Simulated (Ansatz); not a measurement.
Ansatz results at the PBE0-D4/def2-TZVP geometry: LUMO energy (PBE/def2-TZVPP) -2.35 eV; HOMO energy (ωB97M-V/def2-TZVPP) -10.24 eV; HOMO energy (PBE/def2-TZVPP) -6.30 eV.

Each molecule was computed in one conformer, which needn't be the lowest.

**Question.** Which molecule gave them?
A. `C[CH2][Zn][CH2]C`
B. `C[O][Zn][F]`
C. `[NH2][Zn][NH2]`
D. `[NH2][Zn][O][SiH3]`

**Answer.** B. The others give `[NH2][Zn][O][SiH3]`: -1.79, -9.73, -5.99; `[NH2][Zn][NH2]`: -1.09, -9.15, -5.42; `C[CH2][Zn][CH2]C`: -0.82, -8.66, -5.40.
